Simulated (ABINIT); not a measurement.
Write the native input for ABINIT 10.8.3 (patched build) that does the following.

```
Task                                            : single point
Functional                                      : PBE
Potentials or basis                             : JTH PAW PBE v2.0
Cutoff                                          : 707 eV
k mesh                                          : 7 × 7 × 4
Occupations                                     : fermi-dirac, width 0.05 eV
Spin                                            : no spin polarisation
Fine-grid cutoff                                : 1306.15 eV
Exchange and correlation inside the PAW spheres : full angular mesh (pawxcdev 0, this build's default; the released program takes 1)
```

Crystal: N.

```xyz
4
Lattice="4.1672 0.0000 0.0000 -2.0836 3.6089 0.0000 0.0000 0.0000 7.0060" Properties=species:S:1:pos:R:3 pbc="T T T"
N     2.0711    1.1866    4.6691
N     2.1101    1.1852    5.7935
N     0.0200    2.4218    1.1863
N     0.0164    2.3328    2.2964
```

The cell isn't the ideal one: atoms moved at random, drawn with an rms of 0.05 Å.

These files were run (other wordings do the same):

run.abi

```
# Pseudopotentials
pp_dirpath "./"
pseudos "N.GGA_PBE-JTH.xml"

# Structure
acell 3*1.0 Angstrom
rprim
     4.1672328106     0.0000000000     0.0000000000
    -2.0836164053     3.6089294775     0.0000000000
     0.0000000000     0.0000000000     7.0060035100
ntypat 1
znucl 7
natom 4
typat 1 1 1 1
xred
     0.6613820000     0.3287870000     0.6664440000
     0.6705630000     0.3284040000     0.8269280000
     0.3403360000     0.6710570000     0.1693300000
     0.3271360000     0.6464010000     0.3277790000
chkprim 0
chksymtnons 0
tolsym 1.0e-6

# Plane-wave basis
ecut 26.0
pawecutdg 48.0
pawovlp 30

# k points
kptopt 1
ngkpt 7 7 4
nshiftk 1
shiftk 0.0 0.0 0.0

# Exchange and correlation
ixc 11

# Bands and occupations
nband 14
occopt 3
tsmear 0.05 eV

# SCF cycle
nstep 100
tolvrs 1.0e-9

# Output
iomode 3
prtwf 0
prteig 0
prtebands 0
prtden 1
prtvha 1
prtvclmb 1
prtpot 1
```

Potentials or basis: JTH PAW PBE v2.0.

Launch:

```console
$ abinit run.abi > log 2>&1
```

Results of the run:

```
Pressure               : -2.1 GPa
Largest force          : 2.895 eV/Å
Band gap on the k mesh : 6.89 eV, indirect (least direct gap 7.16 eV)
```

Caveat: an odd mesh through Γ misses points on the zone boundary, where band edges often lie; the atomic spheres overlap.

It took 4 min on 1 thread of Arm Neoverse V1, on a shared host, peak memory 0.3 GiB.
